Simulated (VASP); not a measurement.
# H4C (I-43m) in VASP: single point with PBEsol

Aim: the single point of H4C with PBEsol.

Everything below comes from runs of VASP 6.6.1. Logs are shortened: lines on timing, memory, paths and dates and some standing lists are left out, and cuts for length are marked.

### 1 The structure

The structure is cubic, space group I-43m (No. 217). The conventional cell has a = 4.958 Å, b = 4.958 Å, c = 4.958 Å, α = 90.00°, β = 90.00°, γ = 90.00°. H (site symmetry 3m) is surrounded by 1 C at 1.09 Å. C (site symmetry -43m) is surrounded by 4 H at 1.09 Å.

The cell comes from a database or a generator and needn't be the stable form of this composition.

### 2 Single point, PBEsol

Contents of INCAR:

```
SYSTEM = H4C
PREC     = Accurate       ! precision mode
ENCUT    = 520            ! plane-wave cutoff, eV
EDIFF    = 1E-6           ! SCF threshold, eV
ISMEAR   = 0              ! smearing method
SIGMA    = 0.05           ! smearing width, eV
LREAL    = .FALSE.        ! projectors in reciprocal space
LASPH    = .TRUE.         ! aspherical terms in the spheres
NELM     = 100            ! most SCF steps
ALGO     = Normal         ! electronic algorithm
ISIF     = 2              ! what is computed and relaxed
LWAVE    = .FALSE.        ! write WAVECAR
LCHARG   = .TRUE.         ! write CHGCAR
GGA      = PS             ! functional
LELF     = .TRUE.         ! ELF
LVHAR    = .TRUE.       
NBANDS   = 12             ! bands
```

Contents of KPOINTS:

```
regular mesh
0
G
  6 6 6
  0 0 0
```

Contents of POSCAR:

```
H4C
1.0
   -2.4789246809      2.4789246809      2.4789246809
    2.4789246809     -2.4789246809      2.4789246809
    2.4789246809      2.4789246809     -2.4789246809
H C
4 1
Direct
    0.0000000000      0.0000000000      0.7463128700
    0.7463128700      0.0000000000      0.0000000000
    0.0000000000      0.7463128700      0.0000000000
    0.2536871300      0.2536871300      0.2536871300
    0.0000000000      0.0000000000      0.0000000000
```

Potentials or basis: VASP PAW PBE potentials, release 64 (H, C).

Started as:

```
cat potpaw_PBE.64/H/POTCAR potpaw_PBE.64/C/POTCAR > POTCAR
mpirun -np 1 vasp_std > vasp.out
```

OUTCAR:

```text
SYSTEM = H4C
   PREC = Accurate
   ENCUT = 520
   EDIFF = 1E-6
   ISMEAR = 0
   LREAL = .FALSE.
   LASPH = .TRUE.
   NELM = 100
   ISIF = 2
   GGA = PS

 ion  position               nearest neighbor table
   1  0.000  0.000  0.746-   5 1.09
   2  0.746  0.000  0.000-   5 1.09
   3  0.000  0.746  0.000-   5 1.09
   4  0.254  0.254  0.254-   5 1.09
   5  0.000  0.000  0.000-   1 1.09   2 1.09   3 1.09   4 1.09

  LATTYP: Found a body centered cubic cell.
 ALAT       =     4.9578493618

  Lattice vectors:

 A1 = (  -2.4789246809,   2.4789246809,   2.4789246809)
 A2 = (   2.4789246809,  -2.4789246809,   2.4789246809)
 A3 = (   2.4789246809,   2.4789246809,  -2.4789246809)

Analysis of symmetry for initial positions (statically):
=====================================================================
 Subroutine PRICEL returns:
 Original cell was already a primitive cell.

 Routine SETGRP: Setting up the symmetry group for a
 body centered cubic supercell.

 Subroutine GETGRP returns: Found 24 space group operations
 (whereof 24 operations were pure point group operations)
 out of a pool of 48 trial point group operations.

The static configuration has the point symmetry T_d .

Analysis of symmetry for dynamics (positions and initial velocities):
=====================================================================
 Subroutine PRICEL returns:
 Original cell was already a primitive cell.

 Routine SETGRP: Setting up the symmetry group for a
 body centered cubic supercell.

 Subroutine GETGRP returns: Found 24 space group operations
 (whereof 24 operations were pure point group operations)
 out of a pool of 48 trial point group operations.

The dynamic configuration has the point symmetry T_d .

 Subroutine INISYM returns: Found 24 space group operations
 (whereof 24 operations are pure point group operations),
 and found     1 'primitive' translations

----------------------------------------------------------------------------------------

                                     Primitive cell

  volume of cell :      60.9326

  direct lattice vectors                    reciprocal lattice vectors
    -2.478924681  2.478924681  2.478924681     0.000000000  0.201700360  0.201700360
     2.478924681 -2.478924681  2.478924681     0.201700360  0.000000000  0.201700360
     2.478924681  2.478924681 -2.478924681     0.201700360  0.201700360  0.000000000

  length of vectors
     4.293623495  4.293623495  4.293623495     0.285247384  0.285247384  0.285247384

  position of ions in fractional coordinates (direct lattice)
     0.000000000  0.000000000  0.746312870
     0.746312870  0.000000000  0.000000000
     0.000000000  0.746312870  0.000000000
     0.253687130  0.253687130  0.253687130
     0.000000000  0.000000000  0.000000000

  ion indices of the primitive-cell ions
   primitive index   ion index
                 1           1
                 2           2
                 3           3
                 4           4
                 5           5

----------------------------------------------------------------------------------------

 KPOINTS: regular mesh

Automatic generation of k-mesh.
 Grid dimensions read from file:
 generate k-points for:    6    6    6

 Generating k-lattice:

  Cartesian coordinates                     Fractional coordinates (reciprocal lattice)
     0.000000000  0.033616727  0.033616727     0.166666667  0.000000000  0.000000000
     0.033616727  0.000000000  0.033616727     0.000000000  0.166666667  0.000000000
     0.033616727  0.033616727  0.000000000     0.000000000  0.000000000  0.166666667

  Length of vectors
     0.047541231  0.047541231  0.047541231

  Shift w.r.t. Gamma in fractional coordinates (k-lattice)
     0.000000000  0.000000000  0.000000000

 Subroutine IBZKPT returns following result:
 ===========================================

 Found     16 irreducible k-points:

 Following reciprocal coordinates:
            Coordinates               Weight
  0.000000  0.000000  0.000000      1.000000
  0.166667  0.000000  0.000000     12.000000
  0.333333  0.000000  0.000000     12.000000
  0.500000  0.000000  0.000000      6.000000
  0.166667  0.166667  0.000000     24.000000
  0.333333  0.166667  0.000000     48.000000
[... 8 lines left out ...]
  0.500000  0.500000  0.333333     12.000000
  0.500000  0.500000  0.500000      1.000000
   k-points           NKPTS =     16   k-points in BZ     NKDIM =     16   number of bands    NBANDS=     12
   number of dos      NEDOS =    301   number of ions     NIONS =      5
   total plane-waves  NPLWV =  32768
   dimension x,y,z NGX =    32 NGY =   32 NGZ =   32
   dimension x,y,z NGXF=    64 NGYF=   64 NGZF=   64
   ions per type =               4   1
   NGX,Y,Z   is equivalent  to a cutoff of  12.39, 12.39, 12.39 a.u.
   NGXF,Y,Z  is equivalent  to a cutoff of  24.78, 24.78, 24.78 a.u.
 SYSTEM =  H4C
   PREC   = accura    normal or accurate (medium, high low for compatibility)
   ISTART =      0    job   : 0-new  1-cont  2-samecut
   ICHARG =      2    charge: 1-file 2-atom 10-const
   ISPIN  =      1    spin polarized calculation?
   LNONCOLLINEAR =      F non collinear calculations
   LSORBIT =      F    spin-orbit coupling
   LASPH  =      T    aspherical Exc in radial PAW
   ENCUT  =  520.0 eV  38.22 Ry    6.18 a.u.   7.98  7.98  7.98*2*pi/ulx,y,z
   NELM   =    100;   NELMIN=  2; NELMDL= -5     # of ELM steps
   EDIFF  = 0.1E-05   stopping-criterion for ELM
   LREAL  =      F    real-space projection
   EDIFFG = 0.1E-04   stopping-criterion for IOM
   NSW    =      0    number of steps for IOM
   IBRION =     -1    ionic relax: 0-MD 1-quasi-New 2-CG
   NFREE  =      0    steps in history (QN), initial steepest desc. (CG)
   ISIF   =      2    stress and relaxation
   ISYM   =      2    0-nonsym 1-usesym 2-fastsym
   POTIM  = 0.5000    time-step for ionic-motion
   TEBEG  =    0.0;   TEEND  =   0.0 temperature during run
   PSTRESS=    0.0 pullay stress
   NELECT =       8.0000    total number of electrons
   NUPDOWN=      -1.0000    fix difference up-down
   EMIN   =  10.00;   EMAX   =-10.00  energy-range for DOS
   EFERMI =   0.00;   METHOD = LEGACY
   ISMEAR =     0;   SIGMA  =   0.05  broadening in eV -4-tet -1-fermi 0-gaus
   EFERMI_NEDOS =   21; number of points for ismear=-14 and -15
   IALGO  =     38    algorithm
   IMIX   =      4    mixing-type and parameters
     AMIX     =   0.40;   BMIX     =  1.00
     AMIX_MAG =   1.60;   BMIX_MAG =  1.00
  volume/ion in A,a.u.               =      12.19        82.24
  Fermi-wavevector in a.u.,A,eV,Ry     =   0.832060  1.572366  9.419646  0.692324
  Thomas-Fermi vector in A             =   1.945052
   LORBIT       =      0    0 simple, 1 ext, 2 COOP (PROOUT), +10 PAW based schemes
   GGA     = PS    functional components
   LHFCALC =     F    Hartree Fock is set to
   AEXX    =    0.0000 exact exchange contribution
   IVDW    =     0    specifies the selected vdW correction
   LEPSILON=     F    determine dielectric tensor
   LRPA    =     F    only Hartree local field effects (RPA)
 non-spin polarized calculation
 Gauss-broadening in eV      SIGMA  =   0.05
  energy-cutoff  :      520.00
  volume of cell :       60.93
 maximum number of plane-waves:      1662
   NGX = 15   NGY = 15   NGZ = 15

 number of electron       7.9999999 magnetization

 Free energy of the ion-electron system (eV)
  ---------------------------------------------------
  ext. energy  EPLUGINS =         0.00000000
  ---------------------------------------------------
  free energy    TOTEN  =       -23.96840430 eV

  energy without entropy =      -23.96840430  energy(sigma->0) =      -23.96840430

 E-fermi :  -6.6653     XC(G=0):  -5.6633

 val. band max:       -6.9294697731   @ k =   0.0000   0.0000   0.0000
 cond. band min:       0.7467349055   @ k =   0.0000   0.0000   0.0000
 fundamental gap:      7.6762046786
 Fermi energy:        -6.6653215974

 k-point     1 :       0.0000    0.0000    0.0000
  band No.  band energies     occupation
      1     -15.0825      2.00000
      2      -6.9295      2.00000
      3      -6.9295      2.00000
      4      -6.9295      2.00000
      5       0.7467      0.00000
      6       5.5277      0.00000
      7       5.5277      0.00000
      8       5.5277      0.00000
      9       9.5634      0.00000
     10       9.5634      0.00000
     11      10.2578      0.00000
     12      10.2578      0.00000

 k-point     2 :       0.1667    0.0000    0.0000
  band No.  band energies     occupation
      1     -15.0304      2.00000
      2      -7.1376      2.00000
      3      -6.9966      2.00000
      4      -6.9329      2.00000
      5       1.1952      0.00000
      6       5.1313      0.00000
      7       5.2461      0.00000
      8       6.0412      0.00000
      9       8.2907      0.00000
     10       8.8945      0.00000
     11      11.2476      0.00000
     12      11.7194      0.00000

 k-point     3 :       0.3333    0.0000    0.0000
  band No.  band energies     occupation
      1     -14.9218      2.00000
      2      -7.5262      2.00000
      3      -7.1253      2.00000
      4      -6.9399      2.00000
      5       2.1734      0.00000
      6       4.5240      0.00000
      7       4.5503      0.00000
      8       7.4201      0.00000
      9       8.4223      0.00000
     10       8.6985      0.00000
     11      10.4286      0.00000
     12      11.7467      0.00000
[... 166 lines left out ...]
 k-point    15 :       0.5000    0.5000    0.3333
  band No.  band energies     occupation
      1     -14.7544      2.00000
      2      -7.5448      2.00000
      3      -7.4156      2.00000
      4      -7.3583      2.00000
      5       3.9931      0.00000
      6       4.0193      0.00000
      7       5.8763      0.00000
      8       6.0512      0.00000
      9       7.3330      0.00000
     10       8.7526      0.00000
     11       9.7404      0.00000
     12      10.2717      0.00000

 k-point    16 :       0.5000    0.5000    0.5000
  band No.  band energies     occupation
      1     -14.7163      2.00000
      2      -7.4870      2.00000
      3      -7.4870      2.00000
      4      -7.4870      2.00000
      5       3.9169      0.00000
      6       3.9169      0.00000
      7       6.8211      0.00000
      8       6.8211      0.00000
      9       6.8211      0.00000
     10       9.5634      0.00000
     11       9.5743      0.00000
     12       9.5743      0.00000

------------------------ aborting loop because EDIFF is reached ----------------------------------------

  FORCE on cell =-STRESS in cart. coord.  units (eV):
  Direction    XX          YY          ZZ          XY          YZ          ZX
  --------------------------------------------------------------------------------------
  -------------------------------------------------------------------------------------
  Total        0.4123741      0.4123741      0.4123741      0.0000000      0.0000000      0.0000000
  in kB       10.8430624     10.8430624     10.8430624      0.0000000      0.0000000      0.0000000
  external PRESSURE =      10.8430624 kB  Pullay stress =       0.0000000 kB

 VOLUME and BASIS-vectors are now :
 -----------------------------------------------------------------------------
  energy-cutoff  :      520.00
  volume of cell :       60.93
      direct lattice vectors                 reciprocal lattice vectors
    -2.478924681  2.478924681  2.478924681     0.000000000  0.201700360  0.201700360
     2.478924681 -2.478924681  2.478924681     0.201700360  0.000000000  0.201700360
     2.478924681  2.478924681 -2.478924681     0.201700360  0.201700360  0.000000000

 POSITION                                       TOTAL-FORCE (eV/Angst)
 -----------------------------------------------------------------------------------
      1.85005      1.85005     -1.85005        -0.195054     -0.195054      0.195054
     -1.85005      1.85005      1.85005         0.195054     -0.195054     -0.195054
      1.85005     -1.85005      1.85005        -0.195054      0.195054     -0.195054
      0.62887      0.62887      0.62887         0.195054      0.195054      0.195054
      0.00000      0.00000      0.00000         0.000000     -0.000000     -0.000000
 -----------------------------------------------------------------------------------
    total drift:                               -0.000000     -0.000000     -0.000000

  FREE ENERGIE OF THE ION-ELECTRON SYSTEM (eV)
  ---------------------------------------------------
  free  energy   TOTEN  =       -23.9684042974 eV

  energy  without entropy=      -23.9684042974  energy(sigma->0) =      -23.96840430
```

It took 7.7 s on 1 thread of Intel Xeon 6975P-C (Granite Rapids), shared host; peak memory 0.16 GiB.

What came out:

| Property | Result |
| --- | --- |
| Free energy | -23.9684 eV |
| Pressure | 1.1 GPa |
| Largest force | 0.338 eV/Å |
| Band gap on the k mesh | 7.68 eV, direct |

Forces in eV/Å, atoms in the order of the input:
```
H   -0.195 -0.195  0.195
H    0.195 -0.195 -0.195
H   -0.195  0.195 -0.195
H    0.195  0.195  0.195
C    0.000  0.000  0.000
```

Caveat: the PAW data sets were made with another functional, which shifts forces and pressure a little. A k mesh can miss the band edges.
